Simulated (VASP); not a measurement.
Here is a VASP 6.6.1 calculation.

INCAR

```
ALGO     = Fast           # electronic algorithm
EDIFF    = 1E-6           # SCF threshold, eV
ENCUT    = 520            # plane-wave cutoff, eV
GGA      = PE             # functional
ISIF     = 2              # what is computed and relaxed
ISMEAR   = 0              # smearing method
IVDW     = 12             # dispersion correction
LASPH    = T              # aspherical terms in the spheres
LCHARG   = F              # write CHGCAR
LREAL    = F              # projectors in reciprocal space
LWAVE    = F              # write WAVECAR
NBANDS   = 28             # bands
NELM     = 60             # most SCF steps
PREC     = Accurate       # precision mode
SIGMA    = 0.02           # smearing width, eV
```

Contents of KPOINTS:

```
k-points
0
Gamma
  8 8 6
```

File POSCAR:

```
PbS
1.0
    2.9614777463     -2.9670410907      0.1816073233
    2.9614777463      2.9670410907      0.1816073233
   -0.3632935067      0.0000000000      5.9243064077
Pb S
2 2
Direct
    0.7499988487      0.7499988487      0.7499471963
    0.2500011513      0.2500011513      0.2500528037
    0.2500034756      0.2500034756      0.7498483243
    0.7499965244      0.7499965244      0.2501516757
```

Potentials or basis: VASP PAW PBE potentials, release 64 (Pb_d, S).

Launch:

```console
$ cat potpaw_PBE.64/Pb_d/POTCAR potpaw_PBE.64/S/POTCAR > POTCAR
$ mpirun -np 1 vasp_std > vasp.out
```

(1) Predict the band gap on the k mesh.

(2) Predict the pressure.

(3) Estimate the dispersion energy per atom.

## Answers

(1) 0.37 eV.

(2) -0.1 GPa.

(3) -0.347 eV.

Caveat: spin-orbit coupling is left out, which as a rule narrows the gap of such compounds by several tenths of an eV.
